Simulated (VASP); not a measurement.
# A VASP 6.6.1 single-point calculation on Mg2Ge

INCAR

```
SIGMA = 0.02
ENCUT = 520
LCHARG = .FALSE.
NSW = 0
PREC = Accurate
ISIF = 2
LASPH = .TRUE.
LREAL = .TRUE.
ISMEAR = -1
NELM = 78
GGA = PE
IBRION = -1
NBANDS = 16
LWAVE = .FALSE.
EDIFF = 1E-7
```

KPOINTS

```
KPOINTS created by Atomic Simulation Environment
0
Gamma
8 8 8
0 0 0
```

POSCAR

```
Ge Mg
 1.0000000000000000
     0.0000000000000000    3.0876082004000001    3.0876082004000001
     3.0876082004000001    0.0000000000000000    3.0876082004000001
     3.0876082004000001    3.0876082004000001    0.0000000000000000
 Ge  Mg
   1   2
Cartesian
  0.0000000000000000  0.0000000000000000  0.0000000000000000
  1.5438041002000000  1.5438041002000000  1.5438041002000000
  4.6314123006000001  4.6314123006000001  4.6314123006000001
```

The recommended PBE PAW datasets give the neutral cell 18 valence electrons.

Command

```
mpirun -np 1 vasp_std
```

**Question.** How does this run end, and what does it give?

**Answer.** It converged. Results: gap between bands v and c on the k mesh 0.05 eV; least direct gap on the k mesh 1.62 eV; pressure 7.5 GPa. Band v is the last that the valence electrons fill when counted band by band, and c is the next.

OSZICAR

```
N       E                     dE             d eps       ncg     rms          rms(c)
DAV:   1     0.860574478443E+02    0.86057E+02   -0.89778E+03  1008   0.197E+03
DAV:   2     0.263648801439E+01   -0.83421E+02   -0.79323E+02   992   0.416E+02
DAV:   3    -0.838723527049E+01   -0.11024E+02   -0.10984E+02  1176   0.898E+01
DAV:   4    -0.868324446389E+01   -0.29601E+00   -0.29597E+00  1120   0.150E+01
DAV:   5    -0.868926907732E+01   -0.60246E-02   -0.60246E-02  1200   0.236E+00    0.344E+00
DAV:   6    -0.829809508722E+01    0.39117E+00   -0.41129E-01  1160   0.359E+00    0.184E+00
DAV:   7    -0.820985258611E+01    0.88243E-01   -0.24828E-01  1112   0.308E+00    0.533E-01
DAV:   8    -0.821059391430E+01   -0.74133E-03   -0.18686E-02  1200   0.195E+00    0.134E-01
DAV:   9    -0.821051883922E+01    0.75075E-04   -0.12997E-03  1200   0.588E-01    0.324E-02
DAV:  10    -0.821052415035E+01   -0.53111E-05   -0.10721E-04  1104   0.794E-02    0.103E-02
DAV:  11    -0.821052798265E+01   -0.38323E-05   -0.17360E-05   992   0.471E-02    0.611E-03
DAV:  12    -0.821052793319E+01    0.49457E-07   -0.35846E-06  1288   0.194E-02    0.949E-04
DAV:  13    -0.821052792703E+01    0.61646E-08   -0.24379E-07   976   0.298E-03
   1 F= -.82105279E+01 E0= -.82103984E+01  d E =-.259132E-03
```

For comparison, a separate PBE run of the intended cell, on usual settings and not on those above, gives a gap of 0.05 eV on its mesh and a pressure of 7.3 GPa.
